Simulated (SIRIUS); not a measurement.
The system is BaTiO3.

```
CELL_PARAMETERS angstrom
2.82737 1.63238 2.31839
-2.82737 1.63238 2.31839
0.00000 -3.26476 2.31839
ATOMIC_POSITIONS crystal
Ba 0.00000 0.00000 0.00000
Ti 0.48450 0.48450 0.48450
O 0.50860 0.01750 0.50860
O 0.01750 0.50860 0.50860
O 0.50860 0.50860 0.01750
```

```yaml
Program: SIRIUS 7.12.0
Task: relaxation of cell and atoms
Functional: PBEsol
Potentials_or_basis: PseudoDojo 0.4.1 PBE standard (scalar relativistic)
Cutoff: 1152 eV
Density_cutoff: 4606 eV
k_mesh: 3 × 3 × 3
Occupations: fermi-dirac, width 0.05 eV
Spin: no spin polarisation
```

At the start: pressure -0.6 GPa; volume 12.84 Å³/atom.

Question: Where does the relaxation end?

Answer: Over 9 steps the energy falls by 2.1 meV/atom and the volume is 12.85 Å³/atom (+0.1 %); space group R3m (No. 160, to 0.05 Å).

Step by step:
```csv
step,energy change (eV),largest force (eV/Å),pressure (GPa),volume (Å³)
1,0.0000,0.2733,-0.58,64.20
2,-0.0023,0.2229,-0.40,64.18
3,-0.0088,0.1146,0.65,64.04
4,-0.0092,0.0953,0.48,64.07
5,-0.0100,0.0446,0.13,64.16
6,-0.0102,0.0322,0.06,64.19
7,-0.0103,0.0271,0.07,64.21
8,-0.0104,0.0142,0.10,64.23
9,-0.0104,0.0137,0.11,64.25
```

Final structure:
```
Ba Ti O
1.0
     2.82698    1.63216    2.32088
    -2.82698    1.63216    2.32088
     0.00000   -3.26432    2.32088
Ba Ti O
1 1 3
Direct
  0.99512 0.99512 0.99512
  0.48123 0.48123 0.48123
  0.51205 0.01878 0.51205
  0.01878 0.51205 0.51205
  0.51205 0.51205 0.01878
```

Caveat: the k mesh is coarse (spacing up to 0.52 Å⁻¹), so the values aren't converged; this release of the barium file is off; the potentials were made for another functional, which shifts forces and pressure.
